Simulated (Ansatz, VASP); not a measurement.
# One calculation of AlN, two programs

Contents of INCAR:

```
SYSTEM = AlN
ALGO = Normal
EDIFF = 1E-7
ENCUT = 520
GGA = PE
ISIF = 2
ISMEAR = -1
LASPH = .TRUE.
LCHARG = .TRUE.
LELF = .TRUE.
LREAL = Auto
LVHAR = .TRUE.
LWAVE = .FALSE.
NBANDS = 46
NELM = 60
PREC = Accurate
SIGMA = 0.01
```

Contents of KPOINTS:

```
k-points
0
G
  2 2 3
  0 0 0
```

POSCAR

```
AlN
1.0
    6.2595139146      0.0000000574      0.0000000000
   -3.1297570070      5.4208980367      0.0000000000
    0.0000000000      0.0000000000      5.0174032967
Al N
8 8
Direct
    0.3333333333      0.1666666667      0.4992353700
    0.1666666667      0.3333333333      0.9992353700
    0.3333333333      0.6666666667      0.4992353700
    0.1666666667      0.8333333333      0.9992353700
    0.8333333333      0.1666666667      0.4992353700
    0.6666666667      0.3333333333      0.9992353700
    0.8333333333      0.6666666667      0.4992353700
    0.6666666667      0.8333333333      0.9992353700
    0.3333333333      0.1666666667      0.8807646300
    0.1666666667      0.3333333333      0.3807646300
    0.3333333333      0.6666666667      0.8807646300
    0.1666666667      0.8333333333      0.3807646300
    0.8333333333      0.1666666667      0.8807646300
    0.6666666667      0.3333333333      0.3807646300
    0.8333333333      0.6666666667      0.8807646300
    0.6666666667      0.8333333333      0.3807646300
```

Input for Ansatz:

```yaml
crystal:
  lattice:
    - [6.259513914577, 5.742413747756e-08, 0.0]
    - [-3.129757007019, 5.420898036654, 0.0]
    - [0.0, 0.0, 5.017403296667]
  atoms:
    - { symbol: Al, position: [0.3333333333333, 0.1666666666667, 0.49923537] }
    - { symbol: Al, position: [0.1666666666667, 0.3333333333333, 0.99923537] }
    - { symbol: "N", position: [0.3333333333333, 0.1666666666667, 0.88076463] }
    - { symbol: "N", position: [0.1666666666667, 0.3333333333333, 0.38076463] }
    - { symbol: Al, position: [0.3333333333333, 0.6666666666667, 0.49923537] }
    - { symbol: Al, position: [0.1666666666667, 0.8333333333333, 0.99923537] }
    - { symbol: "N", position: [0.3333333333333, 0.6666666666667, 0.88076463] }
    - { symbol: "N", position: [0.1666666666667, 0.8333333333333, 0.38076463] }
    - { symbol: Al, position: [0.8333333333333, 0.1666666666667, 0.49923537] }
    - { symbol: Al, position: [0.6666666666667, 0.3333333333333, 0.99923537] }
    - { symbol: "N", position: [0.8333333333333, 0.1666666666667, 0.88076463] }
    - { symbol: "N", position: [0.6666666666667, 0.3333333333333, 0.38076463] }
    - { symbol: Al, position: [0.8333333333333, 0.6666666666667, 0.49923537] }
    - { symbol: Al, position: [0.6666666666667, 0.8333333333333, 0.99923537] }
    - { symbol: "N", position: [0.8333333333333, 0.6666666666667, 0.88076463] }
    - { symbol: "N", position: [0.6666666666667, 0.8333333333333, 0.38076463] }
basis:
  ecutwfc: 420.0
  ecutrho_ratio: 4
  xc_grid: 2
  fft_grid_basis: typed
  precision: f64
kpoints:
  mp_grid: { grid: [2, 2, 3] }
hamiltonian:
  pseudopotentials: { kind: paw, azcp: { folder: soft_1 } }
scf:
  max_iter: 80
  self_checks: high
  occupations: { method: fermi_dirac, width: 0.01 }
output:
  forces: true
checkpoint:
  write: "../host.point.run"
  compress: false
  write_wavefunctions: true
  write_every: 100000
```

The cell is a database's computed one.

Alike in both runs: task single point; functional PBE; k mesh 2 × 2 × 3; occupations fermi-dirac, width 0.01 eV; no spin polarisation.

```csv
,VASP,Ansatz
version,VASP 6.6.1,Ansatz 0.2.0
potentials or method,"VASP PAW PBE potentials, release 64 (Al, N)",plane-wave PAW DFT
plane-wave cutoff (eV),520,420
valence electrons in the cell,64,64
```

Ansatz gave:

```
gap on the k mesh at the Fermi level (eV) : 4.03
rms of the force components (eV/Å)        : 0.009
```

Problem. Estimate VASP's values.

Solution. gap on the k mesh at the Fermi level (eV): 4.04; rms of the force components (eV/Å): 0.007.

Caveats: the k mesh is coarse (spacing up to 0.58 Å⁻¹), so the values aren't converged. As with any semilocal functional, this PBE gap is likely too small.
